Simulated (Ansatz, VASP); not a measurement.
**Two plane-wave programs on SnSe (scan)**

```
Sn Se
1.0
     4.28533    0.00000    0.00000
     0.00000    4.28533    0.00000
     0.00000    0.00000   10.99069
Sn Se
2 2
Direct
  0.50000 0.00000 0.37223
  0.00000 0.50000 0.62777
  0.50000 0.00000 0.61604
  0.00000 0.50000 0.38396
```

Alike in both runs: task single point; functional r2SCAN; k mesh 4 × 4 × 2; occupations gaussian, width 0.1 eV; no spin polarisation.

|  | VASP | Ansatz |
| --- | --- | --- |
| version | VASP 6.6.1 | Ansatz 0.2.0 |
| potentials or method | VASP PAW PBE potentials, release 64 (Sn_d, Se) | scalar-relativistic, plane waves, PAW |
| plane-wave cutoff (eV) | 520 | 500 |
| valence electrons in the cell | 40 | 60 |

```tsv
	VASP	Ansatz	Ansatz less VASP
gap on the k mesh at the Fermi level (eV)	1.91	1.91	+0.003
least direct gap on the mesh (eV)	1.97	1.97	+0.002
rms of the force components (eV/Å)	0.031	0.038	+0.0076
```

Atom by atom the forces differ by 0.008 eV/Å (rms over components). The two sets of potentials don't hold the same shells in valence.

Caveats: the PAW data sets were made with another functional, which shifts forces and pressure a little (VASP); spin-orbit coupling is left out, which moves the levels of the heavy elements.
